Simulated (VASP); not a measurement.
Output of a VASP run:

**OSZICAR**
```
       N       E                     dE             d eps       ncg     rms          rms(c)
DAV:   1     0.203034246132E+02    0.20303E+02   -0.28272E+03   320   0.729E+02
DAV:   2    -0.434210620649E+01   -0.24646E+02   -0.22754E+02   432   0.850E+01
DAV:   3    -0.496238805287E+01   -0.62028E+00   -0.62028E+00   424   0.177E+01
DAV:   4    -0.496641027429E+01   -0.40222E-02   -0.40222E-02   480   0.168E+00
DAV:   5    -0.496642924698E+01   -0.18973E-04   -0.18973E-04   424   0.104E-01    0.299E+00
DAV:   6    -0.489775409782E+01    0.68675E-01   -0.14308E-01   344   0.188E+00    0.187E+00
DAV:   7    -0.488210892615E+01    0.15645E-01   -0.12465E-01   384   0.195E+00    0.479E-01
DAV:   8    -0.488279859151E+01   -0.68967E-03   -0.84033E-03   376   0.565E-01    0.108E-01
DAV:   9    -0.488296323115E+01   -0.16464E-03   -0.46423E-04   352   0.173E-01    0.250E-02
DAV:  10    -0.488297352726E+01   -0.10296E-04   -0.26264E-05   440   0.308E-02    0.123E-02
DAV:  11    -0.488298250532E+01   -0.89781E-05   -0.11178E-05   320   0.295E-02    0.385E-03
DAV:  12    -0.488298268350E+01   -0.17818E-06   -0.21839E-07   256   0.351E-03
   1 F= -.48829827E+01 E0= -.48829827E+01  d E =-.488298E+01
```

### OUTCAR
```
------------------------ aborting loop because EDIFF is reached ----------------------------------------
  FORCE on cell =-STRESS in cart. coord.  units (eV):
  Direction    XX          YY          ZZ          XY          YZ          ZX
  --------------------------------------------------------------------------------------
  Total        0.0018439      0.0018439      0.0018439      0.0000000      0.0000000      0.0000000
  in kB        0.0490696      0.0490696      0.0490696      0.0000000      0.0000000      0.0000000
  external PRESSURE =       0.0490696 kB  Pullay stress =       0.0000000 kB
  volume of cell :       60.21
      direct lattice vectors                 reciprocal lattice vectors
     0.000000000  3.110797012  3.110797012    -0.160730513  0.160730513  0.160730513
     3.110797012  0.000000000  3.110797012     0.160730513 -0.160730513  0.160730513
     3.110797012  3.110797012  0.000000000     0.160730513  0.160730513 -0.160730513
 POSITION                                       TOTAL-FORCE (eV/Angst)
 -----------------------------------------------------------------------------------
      0.00000      0.00000      0.00000        -0.000000     -0.000000     -0.000000
      1.55540      1.55540      1.55540         0.000000      0.000000      0.000000
 -----------------------------------------------------------------------------------
    total drift:                                0.000000      0.000000      0.000000
  FREE ENERGIE OF THE ION-ELECTRON SYSTEM (eV)
  ---------------------------------------------------
  free  energy   TOTEN  =        -4.8829826835 eV

  energy  without entropy=       -4.8829826835  energy(sigma->0) =       -4.88298268

 reached required accuracy - stopping structural energy minimisation
```
(Selected blocks of OUTCAR.)

### POSCAR
```
AlSb
1
    0.0000000000     3.1107970116     3.1107970116
    3.1107970116     0.0000000000     3.1107970116
    3.1107970116     3.1107970116     0.0000000000
Al Sb
1 1
Direct
  0.0000000000   0.0000000000   0.0000000000
  0.2500000000   0.2500000000   0.2500000000
```

Problem. Reconstruct the remaining input files.

Solution. This is not unique; one that fits is the input of the run itself, optB88-vdW, plane waves, VASP's PBE PAW potentials (set 64).

KPOINTS:
```
Automatic mesh
0
Gamma
7 7 7
0 0 0
```

INCAR:
```
SYSTEM=AlSb
PREC=Accurate; ENCUT=520; LREAL=.FALSE.
LASPH=.TRUE.
EDIFF=1E-6; NELM=100; ALGO=Normal
LMAXMIX=4
ISMEAR=0; SIGMA=0.05
GGA=BO; LUSE_VDW=.TRUE.; AGGAC=0.0
PARAM1=0.1833333333; PARAM2=0.22
IBRION=2; NSW=60; ISIF=3
EDIFFG=-0.01
LWAVE=.FALSE.; LCHARG=.FALSE.
```

POTCAR, in this order: Al Sb (PBE.64 set). Program: vasp_std.

The compound is AlSb in the zinc blende structure. It was relaxed first. The start is the result of an earlier pass.
